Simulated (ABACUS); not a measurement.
# CaF2 (Fluorite) (Fm-3m) in ABACUS: single point with LDA

Aim: the single point of CaF2 (Fluorite) with LDA.

Program: ABACUS 3.10.1. These are calculated values, not measurements. Logs are shortened: lines on timing, memory, paths and dates and some standing lists are left out, and cuts for length are marked.

## (1) The crystal as given

The structure is cubic, space group Fm-3m (No. 225). The conventional cell has a = 5.462 Å, b = 5.462 Å, c = 5.462 Å, α = 90.00°, β = 90.00°, γ = 90.00°. Around Ca (site symmetry m-3m) lie 8 F at 2.37 Å. F (site symmetry -43m) is surrounded by 4 Ca at 2.37 Å.

## (2) Single point, LDA

File INPUT:

```
INPUT_PARAMETERS
suffix              CaF2
calculation         scf
basis_type          pw
pseudo_dir          ./
symmetry            1
dft_functional      pz
ecutwfc             40
pseudo_rcut         10
nspin               1
nbands              22
ks_solver           dav
smearing_method     fd
smearing_sigma      0.00367493
scf_thr             1e-08
scf_nmax            100
mixing_type         broyden
mixing_beta         0.7
cal_force           1
cal_stress          1
ecutrho             320
out_chg             1
kpar                4
```

File STRU:

```
ATOMIC_SPECIES
Ca 40.0780 ca_lda_v1.uspp.F.UPF
F 18.9984 f_lda_v1.4.uspp.F.UPF

LATTICE_CONSTANT
7.2985328152

LATTICE_VECTORS
0.0000000000 0.7071067812 0.7071067812
0.7071067812 0.0000000000 0.7071067812
0.7071067812 0.7071067812 0.0000000000

ATOMIC_POSITIONS
Cartesian

Ca
0.0
1
0.0000000000 0.0000000000 0.0000000000 1 1 1

F
0.0
2
1.0606601718 1.0606601718 1.0606601718 1 1 1
0.3535533906 0.3535533906 0.3535533906 1 1 1
```

File KPT:

```
K_POINTS
0
Gamma
6 6 6 0 0 0
```

Potentials or basis: GBRV ultrasoft 1.5 LDA, plane waves.

Launch:

```
> OMP_NUM_THREADS=1 mpirun -np 4 abacus > log
```

running log:

```text
ABACUS v3.10.1

               Atomic-orbital Based Ab-initio Computation at UStc

 ------------------------------------------------------------------------------------

 READING GENERAL INFORMATION
                           global_out_dir = OUT.CaF2/
                           global_in_card = INPUT
                               pseudo_dir = ./
                              orbital_dir =
                                    DSIZE = 4
                                    GSIZE = 1

 READING UNITCELL INFORMATION
                                    ntype = 2
                  lattice constant (Bohr) = 7.29853
              lattice constant (Angstrom) = 3.86222

 READING ATOM TYPE 1
                               atom label = Ca
                      L=0, number of zeta = 1
                      L=1, number of zeta = 1
                      L=2, number of zeta = 1
             number of atom for this type = 1

 READING ATOM TYPE 2
                               atom label = F
                      L=0, number of zeta = 1
                      L=1, number of zeta = 1
                      L=2, number of zeta = 1
             number of atom for this type = 2

                        TOTAL ATOM NUMBER = 3
CARTESIAN COORDINATES ( UNIT =       7.298532815200 Bohr ).
    atom                   x                   y                   z     mag                  vx                  vy                  vz
tauc_Ca1            0.0000000000        0.0000000000        0.0000000000  0.0000        0.0000000000        0.0000000000        0.0000000000
tauc_F1            1.0606601718        1.0606601718        1.0606601718  0.0000        0.0000000000        0.0000000000        0.0000000000
tauc_F2            0.3535533906        0.3535533906        0.3535533906  0.0000        0.0000000000        0.0000000000        0.0000000000

                          Volume (Bohr^3) = 274.911
                             Volume (A^3) = 40.7375

 Lattice vectors: (Cartesian coordinate: in unit of a_0)
                   +0           +0.707107           +0.707107
            +0.707107                  +0           +0.707107
            +0.707107           +0.707107                  +0
 Reciprocal vectors: (Cartesian coordinate: in unit of 2 pi/a_0)
            -0.707107           +0.707107           +0.707107
            +0.707107           -0.707107           +0.707107
            +0.707107           +0.707107           -0.707107
 The esolver type has been set to : ksdft_pw

                PAO radial cut off (Bohr) = 10

 Read in pseudopotential file is ca_lda_v1.uspp.F.UPF
                     pseudopotential type = US
          exchange-correlation functional = PZ
                 nonlocal core correction = 1
                        valence electrons = 10
                                     lmax = 2
                           number of zeta = 4
                     number of projectors = 6
                           L of projector = 0
                           L of projector = 0
                           L of projector = 1
                           L of projector = 1
                           L of projector = 2
[... 172 lines left out ...]
 projector 5 L=2
 projector 6 L=2
 F non-local projectors:
 projector 1 L=0
 projector 2 L=0
 projector 3 L=1
 projector 4 L=1
      TOTAL NUMBER OF NONLOCAL PROJECTORS = 34

 Init Non-Local PseudoPotential table :
 Init Non-Local-Pseudopotential done.

                                     npwx = 1211

 Make real space PAO into reciprocal space.
       max mesh points in Pseudopotential = 667
     dq(describe PAO in reciprocal space) = 0.01
                                    max q = 763

 number of pseudo atomic orbitals for Ca is 4
WARNING: norm of atomic wavefunction # 3 of atomic type Ca is 0.998817, renormalized
WARNING: norm of atomic wavefunction # 4 of atomic type Ca is 0.999436, renormalized

 number of pseudo atomic orbitals for F is 2

 -------------------------------------------
 SELF-CONSISTENT
 -------------------------------------------
                                 init_chg = atomic

 PW ALGORITHM --------------- ION=   1  ELEC=   1--------------------------------

 Density error is 0.29313476016
                          Error Threshold = 0.01
----------------------------------------------------------
     Energy           Rydberg                 eV
----------------------------------------------------------
 E_KohnSham     -172.4748170230      -2346.6402730197
 E_Harris       -167.9233373334      -2284.7142149100
 E_Fermi        0.2616357845         3.5597374705
----------------------------------------------------------
[... 75 lines left out ...]
 Density error is 4.26892140727e-10
                          Error Threshold = 4.64974384175e-11
----------------------------------------------------------
     Energy           Rydberg                 eV
----------------------------------------------------------
 E_KohnSham     -172.5892443792      -2348.1971370715
 E_KS(sigma->0) -172.5892443792      -2348.1971370715
 E_Harris       -172.5893761591      -2348.1989300297
 E_band         -14.1098069989       -191.9737728657
 E_one_elec     -68.3566992391       -930.0406061244
 E_Hartree      46.0355500487        626.3457912271
 E_xc           -30.2161178325       -411.1113739608
 E_Ewald        -120.0519773564      -1633.3909482134
 E_entropy(-TS) 0.0000000000         0.0000000000
 E_descf        0.0000000000         0.0000000000
 E_exx          0.0000000000         0.0000000000
 E_Fermi        0.5411612118         7.3628760177
----------------------------------------------------------

 charge density convergence is achieved
 final etot is -2348.1971371 eV
 EFERMI = 7.3628760177 eV

 STATE ENERGY(eV) AND OCCUPATIONS    NSPIN == 1
 1/4 kpoint (Cartesian) = 0.0000 0.0000 0.0000 (1211 pws)
       1       -32.5754     0.00925926
       2       -16.6114     0.00925926
       3       -15.7958     0.00925926
       4       -13.7593     0.00925926
       5       -13.7593     0.00925926
       6       -13.7593     0.00925926
[... 86 lines left out ...]
      21        22.3007        0.00000
      22        23.7688        0.00000

------------------------------------------------------------------------------------------
 TOTAL-FORCE (eV/Angstrom)
------------------------------------------------------------------------------------------
                       Ca1         0.0000000000         0.0000000000         0.0000000000
                        F1         0.0000000000         0.0000000000         0.0000000000
                        F2         0.0000000000         0.0000000000         0.0000000000
------------------------------------------------------------------------------------------

----------------------------------------------------------------
 TOTAL-STRESS (KBAR)
----------------------------------------------------------------
       -68.4023627996         0.0000000000         0.0000000000
         0.0000000000       -68.4023627996        -0.0000000000
        -0.0000000000        -0.0000000000       -68.4023627996
----------------------------------------------------------------
 TOTAL-PRESSURE: -68.402363 KBAR

 --------------------------------------------
 !FINAL_ETOT_IS -2348.1971370715432386 eV
 --------------------------------------------
```

stdout:

```text
ABACUS v3.10.1

               Atomic-orbital Based Ab-initio Computation at UStc

%%%%%%%%%%%%%%%%%%%%%%%%%%%%%%%%%%%%%%%%%%%%%%%%%%%%%%%%%%%%%%%%%%%%%%%%%%%%%%%%%%%%%%%%%%%%%%%%%%%%%%%%%
 Warning: the number of valence electrons in pseudopotential > 2 for Ca: [Ar] 4s2
[... 35 lines left out ...]
 TOTAL-STRESS (KBAR)
----------------------------------------------------------------
       -68.4023627996         0.0000000000         0.0000000000
         0.0000000000       -68.4023627996        -0.0000000000
        -0.0000000000        -0.0000000000       -68.4023627996
----------------------------------------------------------------
 TOTAL-PRESSURE: -68.402363 KBAR
```

Run time: 21 s. Hardware: 4 MPI ranks of AMD EPYC 7R43 (Zen 3), shared host; peak memory 0.64 GiB.

Results:

| Property | Result |
| --- | --- |
| Free energy | -2348.1971 eV |
| Pressure | -6.8 GPa |
| Band gap on the k mesh | 6.90 eV, indirect (least direct gap 7.16 eV) |
